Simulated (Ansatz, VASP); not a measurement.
## Co3W: VASP beside Ansatz

Aim: how closely do two programs agree when they are given the same cell, functional and k mesh? The two relaxations start from unlike cells of this crystal (the structure described is Ansatz's start), so only their ends are compared.

Main program and level: Ansatz 0.2.0; plane waves, with VASP 6.6.1 beside it; relaxation of cell and atoms at LDA.

**1. The structure**

It takes space group P6_3/mmc (No. 194, hexagonal). The conventional cell has a = 5.055 Å, b = 5.055 Å, c = 4.117 Å, α = 90.00°, β = 90.00°, γ = 120.00°. Nearest to Co lie 8 Co at 2.47 to 2.59 Å and 4 W at 2.53 to 2.54 Å. W has 12 Co at 2.53 to 2.54 Å nearest. Farther neighbours are not listed.

**2. Ansatz: relaxation of cell and atoms, LDA**

Ansatz runs on its default PAW (the set named soft_2) files.

The relaxed volume is the usual yardstick between codes: in a stiff, nearly cubic crystal its relative difference is about their pressure difference at one cell divided by the bulk modulus.

The input, input.yaml:

```yaml
crystal:
  lattice:
    - [5.0551601808, 0.0, 0.0]
    - [-2.5275800904, 4.3778971367, 0.0]
    - [0.0, 0.0, 4.1171319]
  atoms:
    - { symbol: Co, position: [0.83717837, 0.67435674, 0.25], spin: 3.0 }
    - { symbol: Co, position: [0.16282163, 0.83717837, 0.75], spin: -3.0 }
    - { symbol: Co, position: [0.67435674, 0.83717837, 0.75], spin: -3.0 }
    - { symbol: Co, position: [0.32564326, 0.16282163, 0.25], spin: 3.0 }
    - { symbol: Co, position: [0.83717837, 0.16282163, 0.25], spin: 3.0 }
    - { symbol: Co, position: [0.16282163, 0.32564326, 0.75], spin: -3.0 }
    - { symbol: W, position: [0.33333333, 0.66666667, 0.25] }
    - { symbol: W, position: [0.66666667, 0.33333333, 0.75] }
kpoints:
  mp_grid: { grid: [9, 9, 8] }
hamiltonian:
  xc: lda
scf:
  occupations: { method: gaussian, width: 0.1 }
output:
  forces: true
  stress: true
  eigenvalues: true
  populations: true
magnetization:
  spin_polarized: true
relax:
  adjacent_minimum: "off"
  f_tol: 0.005
  max_steps: 60
  cell: { stress_tol: 0.03 }
```

The run is started by

```console
$ ansatz run input.yaml --threads 4 --pin off --max-ram 16384MiB --backend cpu --events-out ev --progress --plain --runs-dir out
```

Numbers of over 12 decimals in the logs are rounded to 6 here.

What it wrote:

```text
Engine: ansatz 0.2.0, x86_64-unknown-linux-gnu
Pseudopotentials: kind: paw
Pseudopotential: Co, paw, valence charge 17, recommended cutoff 420 eV (normal), Co.paw.azcp
Pseudopotential: W, paw, valence charge 14, recommended cutoff 420 eV (normal), W.paw.azcp
Functional definition: SPW92
  exchange = slater_x
  correlation = pw_c
Crystal: 8 atoms, lattice volume = 91.116 Å³
Basis set: ecut = 420 eV, 1771 PW (Γ)
Bands: 89, of which v1, the nominal top of the filled ones, is band 65 counted from 1 (64 counted from 0)
Symmetry: 12 space group operations
Space group: P-6m2 (ITA 187), of the structure as read, at distance tolerance 4.5e-5 Å
Magnetic group: BNS 194.267 (UNI 1497), of the structure as read, at distance tolerance 4.5e-5 Å
k-points: 60 of 648 (time reversal used)
Non-local potential: Co, projectors of the file, l = 0: 3, l = 1: 2, l = 2: 3, l = 3: 1
Non-local potential: W, projectors of the file, l = 0: 3, l = 1: 2, l = 2: 2, l = 3: 1
PAW form: soft (Blöchl's): semilocal exchange-correlation on the pseudo side does not see the compensation charge
PAW frozen core: Co, regenerated for the run's functional, and the local potential with it (the file was generated under x = pbe(κ = 0.804, μ = 0.219515), c = pbe(β = 0.066725))
PAW frozen core: W, regenerated for the run's functional, and the local potential with it (the file was generated under x = pbe(κ = 0.804, μ = 0.219515), c = pbe(β = 0.066725))
PAW one-centre angular grid: Co, 590 points (default); XC on 64 Gauss nodes
PAW one-centre angular grid: W, 590 points (default); XC on 64 Gauss nodes
Initial density: superposition of atomic densities (chi_scale 0.1, normalization cell)
Starting moments: Σ|m| = 18 μB on 6 of 8 sites
Starting magnetic order: antiferromagnet; an inversion exchanges its spin sublattices: spin-degenerate at every k-point
Initial wavefunctions: pseudopotential atomic-orbital guess
Functional: x = slater, c = lda
SCF iter   1: F=—  HF=-50630.725324 eV  |F-HF|=—  |Δ(HF+E_count)|=         —  Δρ=1.08e-1 (↑1.08e-1 ↓1.08e-1)  dr2=1.58e1  dr2_m=3.85e0  M=-0.000 μB ∫|m|=13.627 μB  β_m=0.30  ethr=3.10e-3  ⟨swp⟩=5.0  Hψ=34636  notcnv=0  defer=422
Mixer restart at iter 1: flushing history
preconditioner: auto → Kerker (q_TF=auto, 2.895 Å⁻¹)  [metal: Δε(μ)=0.000 eV  Ē_g=9.097 eV  σ=0.100 eV  W_gap=0.00  n_scr=32 (ndim 8)  ℏωp=31.6 eV  f_vac=0.000  D(μ)=8.26/eV (n_scr^D=94)]
spin=Collinear: Kerker preconditioning applied to the charge; magnetization (m = ρ↑ − ρ↓) channel mixes plain (no charge-response kernel on spin).
SCF iter   2: F=—  HF=-50625.963027 eV  |F-HF|=—  |Δ(HF+E_count)|=    4.76e0  Δρ=7.07e-2 (↑7.07e-2 ↓7.07e-2)  dr2=1.39e0  dr2_m=3.82e0  M=0.000 μB ∫|m|=12.498 μB  β_m=0.41  ethr=3.10e-3  ⟨swp⟩=2.0  Hψ=17186  notcnv=0  defer=1778
SCF iter   3: F=—  HF=-50629.172994 eV  |F-HF|=—  |Δ(HF+E_count)|=    3.21e0  Δρ=7.05e-2 (↑7.05e-2 ↓7.05e-2)  dr2=1.62e0  dr2_m=3.86e0  M=-0.000 μB ∫|m|=11.163 μB  β_m=0.34  ethr=1.07e-3  ⟨swp⟩=2.0  Hψ=12850  notcnv=0  defer=1750
SCF iter   4: F=—  HF=-50632.648377 eV  |F-HF|=—  |Δ(HF+E_count)|=    3.48e0  Δρ=6.23e-2 (↑6.23e-2 ↓6.23e-2)  dr2=1.21e0  dr2_m=3.05e0  M=0.000 μB ∫|m|=9.763 μB  β_m=0.17  ethr=1.07e-3  ⟨swp⟩=2.2  Hψ=14541  notcnv=0  defer=1718
SCF iter   5: F=—  HF=-50634.360121 eV  |F-HF|=—  |Δ(HF+E_count)|=    1.71e0  Δρ=4.33e-2 (↑4.33e-2 ↓4.33e-2)  dr2=5.38e-1  dr2_m=1.37e0  M=0.000 μB ∫|m|=8.929 μB  β_m=0.64  ethr=9.28e-4  ⟨swp⟩=2.1  Hψ=13806  notcnv=0  defer=1684
SCF iter   6: F=—  HF=-50637.319625 eV  |F-HF|=—  |Δ(HF+E_count)|=    2.96e0  Δρ=3.36e-2 (↑3.36e-2 ↓3.35e-2)  dr2=1.76e0  dr2_m=4.00e-1  M=-0.000 μB ∫|m|=4.074 μB  β_m=0.91  ethr=4.14e-4  ⟨swp⟩=3.0  Hψ=19979  notcnv=0  defer=1692
SCF iter   7: F=—  HF=-50637.535014 eV  |F-HF|=—  |Δ(HF+E_count)|=         —  Δρ=3.57e-2 (↑3.57e-2 ↓3.53e-2)  dr2=2.70e0  dr2_m=4.61e-1  M=-0.001 μB ∫|m|=0.303 μB  β_m=0.91  ethr=4.14e-4  ⟨swp⟩=2.0  Hψ=16864  notcnv=0  defer=1716
Mixer restart at iter 7: flushing history
SCF iter   8: F=—  HF=-50638.236760 eV  |F-HF|=—  |Δ(HF+E_count)|=   7.02e-1  Δρ=4.04e-2 (↑4.02e-2 ↓4.04e-2)  dr2=2.93e0  dr2_m=3.04e-2  M=-0.002 μB ∫|m|=0.107 μB  β_m=0.71  ethr=4.14e-4  ⟨swp⟩=3.0  Hψ=20894  notcnv=0  defer=1728
SCF iter   9: F=—  HF=-50637.701259 eV  |F-HF|=—  |Δ(HF+E_count)|=   5.36e-1  Δρ=1.35e-2 (↑1.35e-2 ↓1.32e-2)  dr2=4.30e-1  dr2_m=3.27e-2  M=-0.002 μB ∫|m|=0.095 μB  β_m=0.68  ethr=4.14e-4  ⟨swp⟩=3.0  Hψ=21954  notcnv=0  defer=1783
SCF iter  10: F=—  HF=-50637.651857 eV  |F-HF|=—  |Δ(HF+E_count)|=   4.94e-2  Δρ=2.56e-3 (↑2.43e-3 ↓2.56e-3)  dr2=6.05e-3  dr2_m=2.41e-3  M=-0.003 μB ∫|m|=0.033 μB  β_m=0.84  ethr=3.31e-4  ⟨swp⟩=2.0  Hψ=14562  notcnv=0  defer=1783
SCF iter  11: F=—  HF=-50637.653551 eV  |F-HF|=—  |Δ(HF+E_count)|=   1.69e-3  Δρ=1.27e-3 (↑1.27e-3 ↓1.09e-3)  dr2=2.15e-3  dr2_m=1.54e-4  M=-0.003 μB ∫|m|=0.014 μB  β_m=0.80  ethr=4.66e-6  ⟨swp⟩=2.3  Hψ=15438  notcnv=0  defer=1775
[...]
SCF iter  14: F=—  HF=-50637.882115 eV  |F-HF|=—  |Δ(HF+E_count)|=  4.37e-11  Δρ=5.50e-8 (↑1.98e-8 ↓5.50e-8)  dr2=3.59e-12  dr2_m=3.06e-13  M=-0.389 μB ∫|m|=0.554 μB  β_m=0.77  ethr=1.00e-12  ⟨swp⟩=1.0  Hψ=10680  notcnv=0
SCF iter  15: F=-50637.882115 eV  HF=-50637.882115 eV  |F-HF|=1.46e-11  |Δ(HF+E_count)|=  7.28e-12  Δρ=5.70e-8 (↑5.44e-8 ↓5.70e-8)  dr2=9.76e-12  dr2_m=1.57e-15  M=-0.389 μB ∫|m|=0.554 μB  ethr=1.00e-12  ⟨swp⟩=4.0  Hψ=40248  notcnv=0
the starting moments were not kept: the SCF closed with an absolute magnetisation of 5.5e-1 μB, where they sum to 18 μB in size (6 sites). That is at most 0.1 of that sum.
SCF 8 converged in 15 iterations: F = -50637.882115 eV  dr2 = 9.76e-12
relax step   8: F+E_penalty+E_count = -50637.88211456 eV  Δ(F+E_penalty+E_count) = +3.527e-5 eV  max|allowed force component| = 1.492e-4 eV/Å  Δτ_max = 0.0000 Å  P = -0.004 GPa  Ω = 86.833 Å³  stress off target by 6.98e-3 GPa  SCF on the basis re-selected at this cell (its energy is not comparable with the rows above)  (15 SCF iters)
basis re-selected at this cell: Δ(F+E_penalty+E_count) = +3.527e-5 eV, ΔP = -0.001 GPa vs the last step (what re-selecting the basis moved, of the pressure what is left beyond the Pulay correction that the steps carried, after the strain that the cell walked since its last selection, with what the two solves' SCF thresholds leave and, on support functions, any second-order correction that the steps lacked; it is no m [...]
SCF converged after 15 iterations
Magnetization: -0.3889 μB (64.8056 up, 65.1944 down)
Absolute magnetization: 0.5540 μB (∫|ρ↑−ρ↓|, with the PAW one-centre terms)
Spin contamination: 0.0021 ħ² per cell (⟨S²⟩ above its minimum at these occupations)
Per-site moments (μB) at R_I (Å): [(-0.078115, 0.998621), (-0.078115, 0.998621), (-0.078115, 0.998621), (-0.078115, 0.998621), (-0.078115, 0.998621), (-0.078115, 0.998621), (0.021409, 1.029926), (0.021409, 1.029926)]
Free energy (F): -50637.882115 eV
Harris-Foulkes:  -50637.882115 eV  (|F-HF|=1.46e-11)
Internal energy: -50637.839396 eV  (E = F + TS)
E sigma→0 (E₀):  -50637.860755 eV
Entropy (-TS):   -0.042719 eV (-5.340 meV/atom)
Fermi energy:    22.186277 eV
--- Per-component energies (eV) ---
  E_band       = -1279.018549
  E_kinetic    = 3659.987190
  E_local      = -17995.797273  (includes V_loc(G=0)·N_el)
  E_nonlocal   = 2759.496094
  E_hartree    = 7608.400771
  E_xc         = -1488.798743
  E_vxc        = -1722.644407  (∫ρ·V_xc dr)
  E_paw        = -25332.982617  (= ΣΔE_a)
  E_vpaw       = -3196.862180  (= ΣTr[D̂ρ^β])
  E_aug_tail   = 0.000042  (compensation charges beyond the density's cutoff)
  E_ewald      = -19851.220670
  E_core_change = 3.075810  (= ΣΔE_core)
  E_smearing   = -0.042719  (= −TS)
  E_closure    = -0.000000  (closes the sum)
  Σ components = -50637.882115   (vs F -50637.882115, Δ=0.00e0)
--- Forces (eV/Å), atoms counted from 1 ---
  atom   1  Co     0.00000000    -0.00014925     0.00000000
  atom   2  Co     0.00012750    -0.00007361     0.00000000
  atom   3  Co    -0.00012750    -0.00007361     0.00000000
  atom   4  Co     0.00012925     0.00007462     0.00000000
  atom   5  Co    -0.00012925     0.00007462     0.00000000
  atom   6  Co     0.00000000     0.00014722     0.00000000
  atom   7  W      0.00000000     0.00000000     0.00000000
  atom   8  W      0.00000000    -0.00000000     0.00000000
  max |Σ_I F_I| component: 1.39e-17 eV/Å
--- Stress (GPa, compression-positive) ---
       -0.006979       0.000000       0.000000
        0.000000      -0.006979       0.000000
        0.000000       0.000000       0.002302
  P = ⅓ Tr σ = -0.0039 GPa (-0.039 kbar)
--- Band table (eV; the first three rows and the last of 120) ---
  k-point 0 ↑: bands = [... 61 lower, 21.1560, 22.3198, 22.4823, 22.4991, 22.5494, 23.5520, 23.5520, 23.7181, ... 20 higher]
  k-point 1 ↑: bands = [... 61 lower, 21.2744, 21.9999, 22.3084, 22.3700, 22.4928, 23.5175, 23.5175, 23.7145, ... 20 higher]
  k-point 2 ↑: bands = [... 61 lower, 22.1102, 22.1102, 22.2371, 22.3541, 22.4745, 23.3738, 23.3738, 23.6096, ... 20 higher]
  k-point 59 ↓: bands = [... 61 lower, 21.0297, 21.2325, 21.2325, 22.1273, 22.1273, 22.8082, 22.8082, 23.0062, ... 20 higher]
--- Relaxed structure (6 steps of the walk, 6 accepted, 2 SCFs on fresh bases) ---
  F+E_penalty+E_count = -50637.88211456 eV   max|allowed force component| = 1.492e-4 eV/Å   (the final SCF, on the basis selected at the relaxed cell)
  cell:  # Å, volume = 86.8327 Å³
    - [5.003070, 0, 0.0]
    - [-2.501535, 4.332786, 0.0]
    - [0.0, 0.0, 4.005710]
  atoms:
    - { symbol: Co, position: [0.838706, 0.677412, 0.250000] }
    - { symbol: Co, position: [0.161294, 0.838706, 0.75] }
    - { symbol: Co, position: [0.677411, 0.838706, 0.75] }
    - { symbol: Co, position: [0.322588, 0.161294, 0.250000] }
    - { symbol: Co, position: [0.838706, 0.161294, 0.250000] }
    - { symbol: Co, position: [0.161294, 0.322589, 0.75] }
    - { symbol: W, position: [0.333333, 0.666667, 0.250000] }
    - { symbol: W, position: [0.666667, 0.333333, 0.75] }
--- Löwdin populations: 8 sites ---
  site symbol       q [e]    m [muB]
     0     Co     16.7804    -0.0787
     1     Co     16.7804    -0.0787
     2     Co     16.7804    -0.0787
     3     Co     16.7804    -0.0787
     4     Co     16.7804    -0.0787
     5     Co     16.7804    -0.0787
     6      W     13.9477     0.0341
     7      W     13.9477     0.0341
  spilling = 0.010938 (of n_electrons = 130.000000)
```

In the SCF lines HF is the Harris–Foulkes energy and dr2 the Hartree energy of the density residual, in eV; the loop may stop once dr2 is under the threshold and the program's other checks hold. Hψ counts applications of the Hamiltonian.

(Part 1 of 2 ends here.)

[Lines on the potential files, build, host, timing and source positions are cut from VASP's logs without a mark.]

[Logs are printed without paths, hosts, clocks, repeated set-up lines and the standing remarks that a program may print on its own settings, such as how far it seeks lower states.]

[Hosts, paths, dates, database ids (printed as entryN), source tags and the programs' standing remarks are cut or masked in the printed files.]
